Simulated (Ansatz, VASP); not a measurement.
**Os in VASP and in Ansatz**

```
Os
1.0
     2.73410    0.00000    0.00000
    -1.36705    2.36780    0.00000
     0.00000    0.00000    4.31970
Os
2
Cartesian
  1.3671 0.7893 3.2398
  0.0000 1.5785 1.0799
```

Alike in both runs: task relaxation of cell and atoms; functional RPBE; dispersion D3(BJ); k mesh 11 × 11 × 6; occupations fermi-dirac, width 0.05 eV; no spin polarisation.

|  | VASP | Ansatz |
| --- | --- | --- |
| version | VASP 6.6.1 | Ansatz 0.2.0 |
| potentials or method | VASP PAW PBE potentials, release 64 (Os) | Ansatz PAW |
| plane-wave cutoff (eV) | 600 | 420 |
| valence electrons in the cell | 16 | 32 |

|  | VASP | Ansatz | Ansatz less VASP |
| --- | --- | --- | --- |
| relaxed volume (Å³/atom) | 13.00 | 12.98 | -0.022 |
| relaxed cell length with the largest relative difference (Å) | 2.664 | 2.663 | -0.0017 |
| energy change over the relaxation (meV/atom) | -108 | -111 | -2.2 |

The two sets of potentials don't hold the same shells in valence.

Caveats: the PAW data sets were made with another functional, which shifts forces and pressure a little (VASP); pairwise dispersion overbinds metals, which lowers pressure and volume (VASP); the plane-wave basis is chosen anew once the cell has moved, so the energies of steps on either side of that aren't comparable (Ansatz); the PAW data sets come from PBE, with cores solved anew for the run's functional, which leaves a small shift of forces and pressure (Ansatz). The runs have no spin-orbit coupling, so splittings on Os are missing.
